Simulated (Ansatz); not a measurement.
`C[Te]C` + `F[C](F)F`• → `[CH2][Te]C`• + `FC(F)F` at 298.15 K and 1 bar (hydrogen abstraction from a C–H bond).

Computed with Ansatz on PBE0-D4/def2-TZVP structures; ΔE is electronic, products minus reactants. CCSD(T)/CBS is the MP2 limit (def2-TZVPP, def2-QZVPP) plus CCSD(T) − MP2 in def2-TZVPP, frozen cores. This one scheme is used for every species. Open shells (•) are unrestricted, without spin–orbit coupling. def2 core potentials past Kr. For Te outer-core shells are correlated without core-valence functions, which leaves a few kJ/mol of doubt a bond.

| species | CCSD(T)/CBS energy (Eh) | H − E (kJ/mol) | S (J/(mol·K)) |
| --- | --- | --- | --- |
| `C[Te]C` | -347.43957 | 208.9 | 314.3 |
| `F[C](F)F`• | -337.34656 | 43.9 | 264.3 |
| `[CH2][Te]C`• | -346.77202 | 172.1 | 337.7 |
| `FC(F)F` | -338.02896 | 78.4 | 259.5 |

H − E and S are ideal-gas, rigid-rotor, harmonic terms from PBE0-D4/def2-TZVP, with the whole ground term of open shells counted as degenerate. 1 Eh = 2625.50 kJ/mol, R = 8.31446 J/(mol·K).

Task: By hand: ΔE, ΔH, ΔS and ΔG.

Result: ΔE = (-346.77202) + (-338.02896) − (-347.43957) − (-337.34656) = -0.01485 Eh = -39.0 kJ/mol. Δ(H − E) = 172.1 + 78.4 − 208.9 − 43.9 = -2.3, so ΔH = -41.3 kJ/mol. ΔS = 337.7 + 259.5 − 314.3 − 264.3 = 18.6 J/(mol·K). ΔG = -41.3 − 298.15 × (18.6)/1000 = -46.8 kJ/mol.

Task: By hand: the equilibrium constant, and the temperature at which ΔG would vanish if ΔH and ΔS stayed fixed.

Result: log₁₀ K = −ΔG/(RT ln 10) = 8.2. ΔH and −TΔS have one sign here, so there is no such temperature.

ΔH outweighs TΔS. A doubt of 5 kJ/mol in ΔE shifts log₁₀ K by 0.9 here. Modes under 60 cm⁻¹, often nearly free rotors, make the harmonic entropy too high. These are equilibria of isolated gas molecules and say nothing of rates. Largest T1 diagnostic: 0.019 (customary marks: 0.02 for closed shells, 0.045 for open ones).
